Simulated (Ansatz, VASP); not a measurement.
# HfO2 in VASP and in Ansatz

Contents of INCAR:

```
SYSTEM = HfO2
PREC     = Accurate       ! precision mode
ENCUT    = 520            ! plane-wave cutoff, eV
EDIFF    = 1E-7           ! SCF threshold, eV
ISMEAR   = 0              ! smearing method
SIGMA    = 0.05           ! smearing width, eV
LREAL    = .False.        ! projectors in reciprocal space
LASPH    = .True.         ! aspherical terms in the spheres
NELM     = 80             ! most SCF steps
ALGO     = Normal         ! electronic algorithm
ISIF     = 2              ! what is computed and relaxed
LWAVE    = .False.        ! write WAVECAR
LCHARG   = .True.         ! write CHGCAR
GGA      = PS             ! functional
LELF     = .True.         ! ELF
LVHAR    = .True.       
NBANDS   = 18             ! bands
```

File KPOINTS:

```
Automatic mesh
0
Gamma
  8 8 8
  0 0 0
```

POSCAR

```
HfO2
1.0
   -0.2005895741      2.4480403655      2.4480403655
    2.4480403655     -0.2005895741      2.4480403655
    2.4480403655      2.4480403655     -0.2005895741
Hf O
1 2
Direct
    0.0000000000      0.0000000000      0.0000000000
    0.2500000000      0.2500000000      0.2500000000
    0.7500000000      0.7500000000      0.7500000000
```

Input for Ansatz:

```yaml
crystal:
  lattice:
    - [-0.2005895741, 2.4480403655, 2.4480403655]
    - [2.4480403655, -0.2005895741, 2.4480403655]
    - [2.4480403655, 2.4480403655, -0.2005895741]
  atoms:
    - { symbol: Hf, position: [0.0, 0.0, 0.0] }
    - { symbol: O, position: [0.25, 0.25, 0.25] }
    - { symbol: O, position: [0.75, 0.75, 0.75] }
basis:
  ecutwfc: 520.0
kpoints:
  mp_grid: { grid: [8, 8, 8] }
hamiltonian:
  xc: pbesol
  pseudopotentials: { kind: paw, azcp: { folder: soft_1 } }
scf:
  occupations: { method: gaussian, width: 0.05 }
output:
  forces: true
  stress: true
  eigenvalues: true
  write_density: true
  write_potential: true
  elf: true
  volumetric_format: npy
```

Alike in both runs: task single point; functional PBEsol; k mesh 8 × 8 × 8; occupations gaussian, width 0.05 eV; no spin polarisation.

|  | VASP | Ansatz |
| --- | --- | --- |
| version | VASP 6.6.1 | Ansatz 0.2.0 |
| potentials or method | VASP PAW PBE potentials, release 64 (Hf_pv, O) | scalar-relativistic, plane waves, PAW |
| plane-wave cutoff (eV) | 520 | 520 |
| valence electrons in the cell | 22 | 38 |

```tsv
	VASP	Ansatz	Ansatz less VASP
gap on the k mesh at the Fermi level (eV)	3.80	3.78	-0.021
least direct gap on the mesh (eV)	3.80	3.78	-0.021
pressure (GPa)	-5.0	-1.6	+3.43
largest component of the traceless stress (GPa)	10.25	10.53	+0.284
rms of the force components (eV/Å)	0.673	0.706	+0.0338
```

Atom by atom the forces differ by 0.034 eV/Å (rms over components). With one functional, cell and mesh, what is left measures potentials, basis and numerics. The two sets of potentials don't hold the same shells in valence. Ansatz warned: «pseudo_functional_mismatch».

Caveats: the PAW data sets were made with another functional, which shifts forces and pressure a little (VASP); spin-orbit coupling is left out, which moves the levels of the heavy elements. A k mesh can miss the band edges.
